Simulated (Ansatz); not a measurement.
# AgBr: the cost of one run

Computed with Ansatz 0.2.0 (DFT PBE, with the methods named in each step, unless a step's input says otherwise).

The COD entry's cell or inner coordinates are ideal or old and differ from later refinements, so a difference from it is no clean test against experiment.

1 further run of the same task is left out (it didn't finish).

## Step 1: Starting point

Symmetry: Fm-3m, No. 225, cubic system. Conventional cell: a = 5.740 Å, b = 5.740 Å, c = 5.740 Å, α = 90.00°, β = 90.00°, γ = 90.00°. Ag (site symmetry m-3m) is surrounded by 6 Br at 2.87 Å. Br (site symmetry m-3m) is surrounded by 6 Ag at 2.87 Å.

Coordinates:

```cif
data_structure
_symmetry_space_group_name_H-M 'Fm-3m'
_symmetry_Int_Tables_number 225
_cell_length_a 5.7403
_cell_length_b 5.7403
_cell_length_c 5.7403
_cell_angle_alpha 90.000
_cell_angle_beta 90.000
_cell_angle_gamma 90.000
_cell_volume 189.15
loop_
_atom_site_label
_atom_site_type_symbol
_atom_site_symmetry_multiplicity
_atom_site_Wyckoff_symbol
_atom_site_fract_x
_atom_site_fract_y
_atom_site_fract_z
_atom_site_occupancy
Ag1 Ag 4 a 0.00000 0.00000 0.00000 1
Br1 Br 4 b 0.50000 0.00000 0.00000 1
```

The file gives the conventional cell by its symmetry; the runs use the cell typed in the input.

Atoms are numbered in the order of the input: Ag1, Br2.

## Step 2: Cell and atoms relaxed, PAW

The input, input.yaml:

```yaml
crystal:
  lattice:
    - [0.0, 2.87015, 2.87015]
    - [2.87015, 0.0, 2.87015]
    - [2.87015, 2.87015, 0.0]
  atoms:
    - { symbol: Ag, position: [0.0, 0.0, 0.0] }
    - { symbol: Br, position: [0.5, 0.5, 0.5] }
kpoints:
  mp_grid: { grid: [9, 9, 9] }
scf:
  occupations: { method: fermi_dirac, width: 0.02 }
hamiltonian:
  xc: pbe
  pseudopotentials: { kind: paw }
output:
  forces: true
  stress: true
  write_density: true
  write_potential: true
  elf: true
  volumetric_format: npy
relax:
  f_tol: 0.005
  max_steps: 50
  cell: {}
```

The run is started by

```
ansatz run input.yaml --threads 1 --pin off --max-ram 2048MiB --backend cpu --events-out ev --progress --plain --runs-dir out
```

Q: Estimate wall time and peak memory on 1 thread of Arm Neoverse V1, shared host.

About 7.2 s, with a peak of 0.33 GiB.
